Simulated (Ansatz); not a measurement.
# Tungsten, fcc under PBEsol: structure, energy and stiffness, part 1 of 2

What does PBEsol give for tungsten in the fcc structure? We relax it, solve it on a dense k-mesh, then scale the cell to 7 volumes from 88 to 112 % of the relaxed one and try a fit of the equation of state. Spin polarisation is left out. The k-meshes are 14×14×14 for the relaxation; 22×22×22 for the dense run; 15×15×15 for the volumes.

This is W in the fcc structure; at room conditions it is bcc.

Method: DFT PBEsol, plane waves (420 eV) with PAW, scalar-relativistic; PBE-made PAW files, in Ansatz 0.2.0.

## (1) Starting point

Symmetry: Fm-3m, No. 225, cubic system. The conventional cell has a = 3.987 Å, b = 3.987 Å, c = 3.987 Å, α = 90.00°, β = 90.00°, γ = 90.00°. W (site symmetry m-3m) has 12 W at 2.82 Å as nearest neighbours.

Coordinates:

```xyz
1
Lattice="0.0000 1.9936 1.9936 1.9936 0.0000 1.9936 1.9936 1.9936 0.0000" Properties=species:S:1:pos:R:3 pbc="T T T"
W     0.0000    0.0000    0.0000
```

## (2) Relaxation of the cell

Input file input.yaml:

```yaml
crystal:
  lattice:
    - [0.0, 1.9936234741, 1.9936234741]
    - [1.9936234741, 0.0, 1.9936234741]
    - [1.9936234741, 1.9936234741, 0.0]
  atoms:
    - { symbol: W, position: [0.0, 0.0, 0.0] }
hamiltonian:
  xc: pbesol
  pseudopotentials:
    kind: paw
    azcp:
      W: "pseudopotentials/W.paw.azcp"
basis:
  ecutwfc: 420
  fft_grid_basis: typed
kpoints:
  mp_grid: { grid: [14, 14, 14], shift: [0, 0, 0] }
magnetization:
  spin_polarized: false
scf:
  occupations: { method: fermi_dirac, width: 0.1 }
relax:
  max_steps: 60
  f_tol: 0.01
  cell: {}
```

The log of the run:

```text
Warning: <dir> the record states the generating functional pbe (its physics header spells it `PBE`), which answers neither for hamiltonian.xc's functional nor for the pbesol family's — results may be inconsistent (PPs are generated against a specific XC)
Warning: RAYON_NUM_THREADS=2 ignored (pool sized by the plan → 2); use --threads N
Engine: ansatz 0.2.0, aarch64-unknown-linux-gnu
Pseudopotentials: kind: paw
Pseudopotential: W, paw, valence charge 14, recommended cutoff 420 eV (normal), <dir>
Functional definition: PBEsol
  exchange = pbesol_x
  correlation = pbesol_c
Crystal: 1 atoms, lattice volume = 15.847 Å³
Basis set: ecut = 420 eV, 331 PW (Γ), exchange–correlation on 40×40×40 points (8 copies of the dense FFT grid, shifted against one another)
Bands: 11, of which v1, the nominal top of the filled ones, is band 7 counted from 1 (6 counted from 0)
Symmetry: 48 space group operations
Space group: Fm-3m (ITA 225), of the structure as read, at distance tolerance 2.5e-5 Å
k-points: 104 of 2744
Non-local potential: W, projectors of the file, l = 0: 3, l = 1: 2, l = 2: 2, l = 3: 1
PAW form: soft (Blöchl's): semilocal exchange-correlation on the pseudo side does not see the compensation charge
PAW frozen core: W, regenerated for the run's functional, and the local potential with it (the file was generated under x = pbe(κ = 0.804, μ = 0.2195149727645171), c = pbe(β = 0.06672455060314922))
PAW one-centre angular grid: W, 590 points (default); XC on 64 Gauss nodes
Initial density: superposition of atomic densities (neutral atoms: chi_scale 0, normalization atom), corrected by the library's trained network
Initial wavefunctions: pseudopotential atomic-orbital guess
Functional: x = pbesol(κ = 0.804, μ = 0.12345679012345678), c = pbesol(β = 0.046)
SCF iter   1: F=—  HF=-10256.089871 eV  |F-HF|=—  |Δ(HF+E_count)|=         —  Δρ=3.31e-3  dr2=1.15e-3  ethr=1.77e-3  ⟨swp⟩=5.0  Hψ=6146  notcnv=0
preconditioner: auto → none  [metal: Δε(μ)=0.013 eV  Ē_g=8.839 eV  σ=0.100 eV  W_gap=0.03  n_scr=0 (ndim 8)  ℏωp=22.8 eV  f_vac=0.000  D(μ)=1.16/eV (n_scr^D=14)]
SCF iter   2: F=—  HF=-10256.089348 eV  |F-HF|=—  |Δ(HF+E_count)|=   5.23e-4  Δρ=1.41e-3  dr2=1.18e-4  ethr=8.21e-6  ⟨swp⟩=2.0  Hψ=2195  notcnv=0
SCF iter   3: F=—  HF=-10256.089375 eV  |F-HF|=—  |Δ(HF+E_count)|=   2.66e-5  Δρ=3.55e-4  dr2=5.42e-6  ethr=8.44e-7  ⟨swp⟩=1.9  Hψ=1370  notcnv=0
SCF iter   4: F=—  HF=-10256.089375 eV  |F-HF|=—  |Δ(HF+E_count)|=   5.65e-7  Δρ=2.40e-5  dr2=4.00e-8  ethr=3.87e-8  ⟨swp⟩=2.0  Hψ=1594  notcnv=0
iter 5 did not close the SCF: its close was put off for the readings that it lacked (scf_convergence_deferred on its scf_iter line)
SCF iter   5: F=-10256.089375 eV  HF=-10256.089375 eV  |F-HF|=5.51e-10  |Δ(HF+E_count)|=   2.16e-8  Δρ=3.34e-6  dr2=9.19e-10  ethr=2.85e-10  ⟨swp⟩=2.0  Hψ=1893  notcnv=0
SCF iter   6: F=-10256.089375 eV  HF=-10256.089375 eV  |F-HF|=5.46e-12  |Δ(HF+E_count)|=  2.47e-10  Δρ=3.12e-7  dr2=5.20e-12  ethr=6.56e-12  ⟨swp⟩=1.8  Hψ=3379  notcnv=0
SCF 1 converged in 6 iterations: F = -10256.089375 eV  dr2 = 5.20e-12
relax step   1: F+E_penalty+E_count = -10256.08937547 eV  Δ(F+E_penalty+E_count) = +0.000e0 eV  max|allowed force component| = 0.000e0 eV/Å  Δτ_max = 0.0000 Å  P = +2.788 GPa  Ω = 15.847 Å³  (6 SCF iters, dr2 threshold 1.00e-7 eV, accepted)
Crystal: 1 atoms, lattice volume = 16.391 Å³
Initial density: handed on by an earlier stage of this run
Initial wavefunctions: those handed on with the density
iter 1 solved again at ethr=1.11e-6 eV; its pass at ethr=3.10e-3 eV (dr2=1.56e-4 eV) is discarded
SCF iter   1: F=—  HF=-10256.081434 eV  |F-HF|=—  |Δ(HF+E_count)|=         —  Δρ=1.17e-3  dr2=1.16e-4  ethr=1.11e-6  ⟨swp⟩=2.0  Hψ=8083  notcnv=0
preconditioner: auto → none  [metal: Δε(μ)=0.016 eV  Ē_g=8.538 eV  σ=0.100 eV  W_gap=0.04  n_scr=0 (ndim 8)  ℏωp=22.5 eV  f_vac=0.000  D(μ)=1.21/eV (n_scr^D=14)]
SCF iter   2: F=—  HF=-10256.081436 eV  |F-HF|=—  |Δ(HF+E_count)|=   2.20e-6  Δρ=5.20e-4  dr2=1.68e-5  ethr=8.29e-7  ⟨swp⟩=2.6  Hψ=1923  notcnv=0
SCF iter   3: F=—  HF=-10256.081443 eV  |F-HF|=—  |Δ(HF+E_count)|=   6.88e-6  Δρ=9.65e-5  dr2=5.03e-7  ethr=1.20e-7  ⟨swp⟩=1.5  Hψ=1445  notcnv=0
SCF iter   4: F=-10256.081443 eV  HF=-10256.081443 eV  |F-HF|=3.42e-9  |Δ(HF+E_count)|=   3.44e-7  Δρ=1.13e-5  dr2=6.29e-9  ethr=7.14e-10  ⟨swp⟩=4.5  Hψ=3861  notcnv=0
SCF 2 converged in 4 iterations: F = -10256.081443 eV  dr2 = 6.29e-9
relax step   2: F+E_penalty+E_count = -10256.08144345 eV  Δ(F+E_penalty+E_count) = +7.932e-3 eV  max|allowed force component| = 0.000e0 eV/Å  Δτ_max = 0.0000 Å  P = -7.069 GPa  Ω = 16.391 Å³  energy of the carried Pulay correction = -1.870e-4 eV  (4 SCF iters, dr2 threshold 1.00e-7 eV, rejected (line search))
Crystal: 1 atoms, lattice volume = 15.998 Å³
iter 1 solved again at ethr=4.57e-7 eV; its pass at ethr=3.10e-3 eV (dr2=6.40e-5 eV) is discarded
SCF iter   1: F=—  HF=-10256.090567 eV  |F-HF|=—  |Δ(HF+E_count)|=         —  Δρ=8.32e-4  dr2=5.64e-5  ethr=4.57e-7  ⟨swp⟩=2.1  Hψ=8021  notcnv=0
preconditioner: auto → none  [metal: Δε(μ)=0.026 eV  Ē_g=8.754 eV  σ=0.100 eV  W_gap=0.06  n_scr=0 (ndim 8)  ℏωp=22.7 eV  f_vac=0.000  D(μ)=1.17/eV (n_scr^D=14)]
SCF iter   2: F=—  HF=-10256.090568 eV  |F-HF|=—  |Δ(HF+E_count)|=   2.25e-7  Δρ=3.71e-4  dr2=8.41e-6  ethr=4.03e-7  ⟨swp⟩=2.7  Hψ=1946  notcnv=0
SCF iter   3: F=—  HF=-10256.090572 eV  |F-HF|=—  |Δ(HF+E_count)|=   3.97e-6  Δρ=6.45e-5  dr2=2.16e-7  ethr=6.01e-8  ⟨swp⟩=1.7  Hψ=1547  notcnv=0
SCF iter   4: F=—  HF=-10256.090570 eV  |F-HF|=—  |Δ(HF+E_count)|=   1.17e-6  Δρ=8.07e-6  dr2=3.09e-9  ethr=1.55e-9  ⟨swp⟩=2.3  Hψ=1739  notcnv=0
SCF iter   5: F=-10256.090570 eV  HF=-10256.090570 eV  |F-HF|=3.64e-12  |Δ(HF+E_count)|=   1.88e-9  Δρ=2.45e-7  dr2=6.79e-12  ethr=1.00e-12  ⟨swp⟩=5.7  Hψ=5494  notcnv=0
SCF 3 converged in 5 iterations: F = -10256.090570 eV  dr2 = 6.79e-12
relax step   3: F+E_penalty+E_count = -10256.09057049 eV  Δ(F+E_penalty+E_count) = -1.195e-3 eV  max|allowed force component| = 0.000e0 eV/Å  Δτ_max = 0.0000 Å  P = -0.104 GPa  Ω = 15.998 Å³  energy of the carried Pulay correction = -5.227e-5 eV  (5 SCF iters, accepted)
Crystal: 1 atoms, lattice volume = 15.992 Å³
iter 1 solved again at ethr=2.00e-10 eV; its pass at ethr=3.10e-3 eV (dr2=2.79e-8 eV) is discarded
SCF iter   1: F=—  HF=-10256.090575 eV  |F-HF|=—  |Δ(HF+E_count)|=         —  Δρ=1.19e-5  dr2=1.13e-8  ethr=2.00e-10  ⟨swp⟩=2.2  Hψ=7468  notcnv=0
preconditioner: auto → none  [metal: Δε(μ)=0.026 eV  Ē_g=8.758 eV  σ=0.100 eV  W_gap=0.06  n_scr=0 (ndim 8)  ℏωp=22.7 eV  f_vac=0.000  D(μ)=1.17/eV (n_scr^D=14)]
SCF iter   2: F=-10256.090574 eV  HF=-10256.090574 eV  |F-HF|=8.91e-10  |Δ(HF+E_count)|=   1.02e-6  Δρ=5.30e-6  dr2=1.66e-9  ethr=8.08e-11  ⟨swp⟩=4.0  Hψ=3295  notcnv=0
SCF 4 converged in 2 iterations: F = -10256.090574 eV  dr2 = 1.66e-9
relax step   4: F+E_penalty+E_count = -10256.09057417 eV  Δ(F+E_penalty+E_count) = -3.682e-6 eV  max|allowed force component| = 0.000e0 eV/Å  Δτ_max = 0.0000 Å  P = -0.001 GPa  Ω = 15.992 Å³  energy of the carried Pulay correction = -5.038e-5 eV  (2 SCF iters, dr2 threshold 2.70e-8 eV, accepted)
Initial wavefunctions: pseudopotential atomic-orbital guess (no wavefunctions were taken with the density)
iter 1 solved again at ethr=3.33e-8 eV; its pass at ethr=3.10e-3 eV (dr2=4.67e-6 eV) is discarded
SCF iter   1: F=—  HF=-10256.090622 eV  |F-HF|=—  |Δ(HF+E_count)|=         —  Δρ=2.29e-5  dr2=1.24e-8  ethr=3.33e-8  ⟨swp⟩=3.0  Hψ=9362  notcnv=0
SCF iter   2: F=—  HF=-10256.090621 eV  |F-HF|=—  |Δ(HF+E_count)|=   9.04e-7  Δρ=1.14e-5  dr2=2.94e-9  ethr=8.87e-11  ⟨swp⟩=2.3  Hψ=1592  notcnv=0
SCF iter   3: F=—  HF=-10256.090621 eV  |F-HF|=—  |Δ(HF+E_count)|=  5.53e-10  Δρ=4.58e-7  dr2=1.25e-11  ethr=2.10e-11  ⟨swp⟩=2.0  Hψ=1720  notcnv=0
SCF iter   4: F=-10256.090621 eV  HF=-10256.090621 eV  |F-HF|=7.28e-12  |Δ(HF+E_count)|=  1.09e-11  Δρ=9.61e-8  dr2=1.23e-12  ethr=1.00e-12  ⟨swp⟩=5.3  Hψ=4193  notcnv=0
SCF 5 converged in 4 iterations: F = -10256.090621 eV  dr2 = 1.23e-12
relax step   5: F+E_penalty+E_count = -10256.09062060 eV  Δ(F+E_penalty+E_count) = -4.643e-5 eV  max|allowed force component| = 0.000e0 eV/Å  Δτ_max = 0.0000 Å  P = -0.002 GPa  Ω = 15.992 Å³  stress off target by 1.65e-3 GPa  SCF on the basis re-selected at this cell (its energy is not comparable with the rows above)  (4 SCF iters)
basis re-selected at this cell: Δ(F+E_penalty+E_count) = -4.643e-5 eV, ΔP = -0.000 GPa vs the last step (what re-selecting the basis moved, of the pressure what is left beyond the Pulay correction that the steps carried, after the strain that the cell walked since its last selection, with what the two solves' SCF thresholds leave and, on support functions, any second-order correction that the steps lacked; it is no measure of the basis error at this ecutwfc). This SCF's stress stands 1.65e-3 GPa from its target on what of the cell is left free (relax.cell.stress_tol is 5.00e-2 GPa) and its largest allowed force component is 0.00e0 eV/Å (relax.f_tol is 1.00e-2 eV/Å): within both
SCF converged after 4 iterations
Free energy (F): -10256.090621 eV
Harris-Foulkes:  -10256.090621 eV  (|F-HF|=7.28e-12)
Internal energy: -10256.052087 eV  (E = F + TS)
E sigma→0 (E₀):  -10256.071354 eV
Entropy (-TS):   -0.038534 eV (-38.534 meV/atom)
Fermi energy:    21.743023 eV
--- Per-component energies (eV) ---
  E_band       = -85.207877
  E_kinetic    = 450.263824
  E_local      = -608.848761  (includes V_loc(G=0)·N_el)
  E_nonlocal   = 3.511615
  E_hartree    = 217.707037
  E_xc         = -265.035658
  E_vxc        = -238.406680  (∫ρ·V_xc dr)
  E_paw        = -8436.108647  (= ΣΔE_a)
  E_vpaw       = -127.141843  (= ΣTr[D̂ρ^β])
  E_aug_tail   = -0.000076  (compensation charges beyond the density's cutoff)
  E_ewald      = -1617.763214
  E_core_change = 0.221792  (= ΣΔE_core)
  E_smearing   = -0.038534  (= −TS)
  E_closure    = 0.000000  (closes the sum)
  Σ components = -10256.090621   (vs F -10256.090621, Δ=0.00e0)
--- Forces (eV/Å), atoms counted from 1 ---
  atom   1  W     -0.00000000    -0.00000000     0.00000000
  max |Σ_I F_I| component: 1.64e-32 eV/Å
--- Stress (GPa, compression-positive) ---
       -0.001649      -0.000000      -0.000000
       -0.000000      -0.001649      -0.000000
       -0.000000      -0.000000      -0.001649
  P = ⅓ Tr σ = -0.0016 GPa (-0.016 kbar)
--- Relaxed structure (4 steps of the walk, 3 accepted, 1 SCFs on fresh bases) ---
  F+E_penalty+E_count = -10256.09062060 eV   max|allowed force component| = 0.000e0 eV/Å   (the final SCF, on the basis selected at the relaxed cell)
  cell:  # Å, volume = 15.9922 Å³
    - [3.3119918213821335e-34, 1.9996739974446398, 1.9996739974446398]
    - [1.9996739974446398, 3.5030682726157182e-34, 1.9996739974446398]
    - [1.9996739974446398, 1.9996739974446398, -8.279979553455333e-35]
  atoms:
    - { symbol: W, position: [0.0, 0.0, 0.0] }
```

Wall time 2.8 s (2 threads of an Arm CPU, shared host); peak memory 0.28 GiB.

The walk, from the log:

| step | energy change (meV/atom) | largest force (eV/Å) | pressure (GPa) | volume (Å³/atom) | accepted |
| --- | --- | --- | --- | --- | --- |
| 1 | 0.00 | 0.0000 | 2.79 | 15.847 | yes |
| 2 | 7.93 | 0.0000 | -7.07 | 16.391 | no |
| 3 | -1.20 | 0.0000 | -0.10 | 15.998 | yes |
| 4 | -1.20 | 0.0000 | 0.00 | 15.992 | yes |
| 5 | -1.25 | 0.0000 | 0.00 | 15.992 | yes |

Steps that repeat a cell are solved on a basis chosen anew, so their changes of energy are no gain of the relaxation.

The cell of the run, before and after:

|  | before | after | change |
| --- | --- | --- | --- |
| a (Å) | 2.819 | 2.828 | +0.3 % |
| b (Å) | 2.819 | 2.828 | +0.3 % |
| c (Å) | 2.819 | 2.828 | +0.3 % |
| volume (Å³/atom) | 15.847 | 15.992 | +0.9 % |
| shortest distance (Å) | 2.819 | 2.828 | +0.3 % |
| space group (spins left aside) | Fm-3m | Fm-3m | same |

## (3) The energy on a finer k-mesh

Input file input.yaml:

```yaml
crystal:
  lattice:
    - [0.0, 1.9996739974, 1.9996739974]
    - [1.9996739974, 0.0, 1.9996739974]
    - [1.9996739974, 1.9996739974, 0.0]
  atoms:
    - { symbol: W, position: [0.0, 0.0, 0.0] }
hamiltonian:
  xc: pbesol
  pseudopotentials:
    kind: paw
    azcp:
      W: "pseudopotentials/W.paw.azcp"
basis:
  ecutwfc: 420
  fft_grid_basis: typed
kpoints:
  mp_grid: { grid: [22, 22, 22], shift: [0, 0, 0] }
magnetization:
  spin_polarized: false
scf:
  occupations: { method: fermi_dirac, width: 0.1 }
```

The log of the run (excerpt; [...] marks lines left out):

```text
Warning: <dir> the record states the generating functional pbe (its physics header spells it `PBE`), which answers neither for hamiltonian.xc's functional nor for the pbesol family's — results may be inconsistent (PPs are generated against a specific XC)
Warning: RAYON_NUM_THREADS=2 ignored (pool sized by the plan → 2); use --threads N
[...]
[... 3 set-up lines as earlier in the session ...]
[...]
Crystal: 1 atoms, lattice volume = 15.992 Å³
Basis set: ecut = 420 eV, 331 PW (Γ)
Bands: 11, of which v1, the nominal top of the filled ones, is band 7 counted from 1 (6 counted from 0)
[... 2 set-up lines as earlier in the session ...]
k-points: 328 of 10648
[...]
SCF iter   1: F=—  HF=-10256.091199 eV  |F-HF|=—  |Δ(HF+E_count)|=         —  Δρ=3.43e-3  dr2=1.26e-3  ethr=1.77e-3  ⟨swp⟩=5.0  Hψ=19261  notcnv=0
[...]
SCF iter   6: F=-10256.090645 eV  HF=-10256.090645 eV  |F-HF|=1.09e-11  |Δ(HF+E_count)|=  4.91e-10  Δρ=4.35e-7  dr2=1.41e-11  ethr=1.07e-11  ⟨swp⟩=1.0  Hψ=10376  notcnv=0
[...]
SCF converged after 6 iterations
Free energy (F): -10256.090645 eV
[...]
E sigma→0 (E₀):  -10256.071450 eV
Entropy (-TS):   -0.038390 eV (-38.390 meV/atom)
Fermi energy:    21.761393 eV
[...]
```

Run time: 1.6 s. Hardware: 2 threads of an Arm CPU, shared host; peak memory 0.31 GiB.

## (4) Equation of state: 88 %

Input file input.yaml:

```yaml
crystal:
  lattice:
    - [0.0, 1.9162555398, 1.9162555398]
    - [1.9162555398, 0.0, 1.9162555398]
    - [1.9162555398, 1.9162555398, 0.0]
  atoms:
    - { symbol: W, position: [0.0, 0.0, 0.0] }
hamiltonian:
  xc: pbesol
  pseudopotentials:
    kind: paw
    azcp:
      W: "pseudopotentials/W.paw.azcp"
basis:
  ecutwfc: 420
  fft_grid_basis: typed
kpoints:
  mp_grid: { grid: [15, 15, 15], shift: [0, 0, 0] }
magnetization:
  spin_polarized: false
scf:
  occupations: { method: fermi_dirac, width: 0.1 }
  lower_state_search: "off"
output:
  stress: true
```

The log of the run (excerpt; [...] marks lines left out):

```text
Warning: <dir> the record states the generating functional pbe (its physics header spells it `PBE`), which answers neither for hamiltonian.xc's functional nor for the pbesol family's — results may be inconsistent (PPs are generated against a specific XC)
Warning: RAYON_NUM_THREADS=2 ignored (pool sized by the plan → 2); use --threads N
[...]
[... 3 set-up lines as earlier in the session ...]
[...]
Crystal: 1 atoms, lattice volume = 14.073 Å³
Basis set: ecut = 420 eV, 283 PW (Γ)
Bands: 11, of which v1, the nominal top of the filled ones, is band 7 counted from 1 (6 counted from 0)
[... 1 set-up line as earlier in the session ...]
Space group: Fm-3m (ITA 225), of the structure as read, at distance tolerance 2.4e-5 Å
k-points: 120 of 3375
[...]
SCF iter   1: F=—  HF=-10255.831634 eV  |F-HF|=—  |Δ(HF+E_count)|=         —  Δρ=4.37e-3  dr2=1.91e-3  ethr=1.77e-3  ⟨swp⟩=5.0  Hψ=7062  notcnv=0
[...]
SCF iter   6: F=-10255.830977 eV  HF=-10255.830977 eV  |F-HF|=6.95e-10  |Δ(HF+E_count)|=   7.92e-9  Δρ=2.86e-6  dr2=8.34e-10  ethr=1.23e-10  ⟨swp⟩=1.9  Hψ=4299  notcnv=0
[...]
SCF converged after 6 iterations
Free energy (F): -10255.830977 eV
[...]
E sigma→0 (E₀):  -10255.816502 eV
Entropy (-TS):   -0.028951 eV (-28.951 meV/atom)
Fermi energy:    25.116645 eV
[...]
--- Stress (GPa, compression-positive) ---
       49.150952       0.000000       0.000000
        0.000000      49.150952      -0.000000
        0.000000      -0.000000      49.150952
  P = ⅓ Tr σ = 49.1510 GPa (491.510 kbar)
```

It took 0.81 s on 2 threads of an Arm CPU, shared host; peak memory 0.26 GiB.

## (5) Equation of state: 92 %

Edit input.yaml of step 4 so:

```diff
@@ -2,5 +2,5 @@
   lattice:
-    - [0.0, 1.9162555398, 1.9162555398]
-    - [1.9162555398, 0.0, 1.9162555398]
-    - [1.9162555398, 1.9162555398, 0.0]
+    - [0.0, 1.944860586, 1.944860586]
+    - [1.944860586, 0.0, 1.944860586]
+    - [1.944860586, 1.944860586, 0.0]
   atoms:
```

The log of the run (excerpt; [...] marks lines left out):

```text
Warning: <dir> the record states the generating functional pbe (its physics header spells it `PBE`), which answers neither for hamiltonian.xc's functional nor for the pbesol family's — results may be inconsistent (PPs are generated against a specific XC)
Warning: RAYON_NUM_THREADS=2 ignored (pool sized by the plan → 2); use --threads N
[...]
[... 3 set-up lines as earlier in the session ...]
[...]
Crystal: 1 atoms, lattice volume = 14.713 Å³
Basis set: ecut = 420 eV, 283 PW (Γ)
Bands: 11, of which v1, the nominal top of the filled ones, is band 7 counted from 1 (6 counted from 0)
[... 2 set-up lines as earlier in the session ...]
k-points: 120 of 3375
[...]
SCF iter   1: F=—  HF=-10255.986608 eV  |F-HF|=—  |Δ(HF+E_count)|=         —  Δρ=4.29e-3  dr2=2.00e-3  ethr=1.77e-3  ⟨swp⟩=5.0  Hψ=7109  notcnv=0
[...]
SCF iter   6: F=-10255.985831 eV  HF=-10255.985831 eV  |F-HF|=3.20e-10  |Δ(HF+E_count)|=   5.11e-9  Δρ=2.01e-6  dr2=3.97e-10  ethr=8.29e-11  ⟨swp⟩=1.9  Hψ=4289  notcnv=0
[...]
SCF converged after 6 iterations
Free energy (F): -10255.985831 eV
[...]
E sigma→0 (E₀):  -10255.970259 eV
Entropy (-TS):   -0.031143 eV (-31.143 meV/atom)
Fermi energy:    23.911231 eV
[...]
--- Stress (GPa, compression-positive) ---
       29.125056      -0.000000       0.000000
       -0.000000      29.125056       0.000000
        0.000000       0.000000      29.125056
  P = ⅓ Tr σ = 29.1251 GPa (291.251 kbar)
```

It took 0.82 s on 2 threads of an Arm CPU, shared host; peak memory 0.27 GiB.

## (6) Equation of state: 96 %

Edit input.yaml of step 5 so:

```diff
@@ -2,5 +2,5 @@
   lattice:
-    - [0.0, 1.944860586, 1.944860586]
-    - [1.944860586, 0.0, 1.944860586]
-    - [1.944860586, 1.944860586, 0.0]
+    - [0.0, 1.9726480629, 1.9726480629]
+    - [1.9726480629, 0.0, 1.9726480629]
+    - [1.9726480629, 1.9726480629, 0.0]
   atoms:
```

The log of the run (excerpt; [...] marks lines left out):

```text
Warning: <dir> the record states the generating functional pbe (its physics header spells it `PBE`), which answers neither for hamiltonian.xc's functional nor for the pbesol family's — results may be inconsistent (PPs are generated against a specific XC)
Warning: RAYON_NUM_THREADS=2 ignored (pool sized by the plan → 2); use --threads N
[...]
[... 3 set-up lines as earlier in the session ...]
[...]
Crystal: 1 atoms, lattice volume = 15.352 Å³
Basis set: ecut = 420 eV, 307 PW (Γ)
Bands: 11, of which v1, the nominal top of the filled ones, is band 7 counted from 1 (6 counted from 0)
[... 2 set-up lines as earlier in the session ...]
k-points: 120 of 3375
[...]
SCF iter   1: F=—  HF=-10256.069357 eV  |F-HF|=—  |Δ(HF+E_count)|=         —  Δρ=3.95e-3  dr2=1.72e-3  ethr=1.77e-3  ⟨swp⟩=5.0  Hψ=7053  notcnv=0
[...]
SCF iter   6: F=-10256.068618 eV  HF=-10256.068618 eV  |F-HF|=6.91e-11  |Δ(HF+E_count)|=   2.23e-9  Δρ=1.00e-6  dr2=9.02e-11  ethr=3.83e-11  ⟨swp⟩=1.8  Hψ=3956  notcnv=0
[...]
SCF converged after 6 iterations
Free energy (F): -10256.068618 eV
[...]
E sigma→0 (E₀):  -10256.051556 eV
Entropy (-TS):   -0.034122 eV (-34.122 meV/atom)
Fermi energy:    22.795956 eV
[...]
--- Stress (GPa, compression-positive) ---
       12.905743       0.000000       0.000000
        0.000000      12.905743      -0.000000
        0.000000       0.000000      12.905743
  P = ⅓ Tr σ = 12.9057 GPa (129.057 kbar)
```

Wall time 0.82 s (2 threads of an Arm CPU, shared host); peak memory 0.27 GiB.

(Continued in part 2 of 2.)
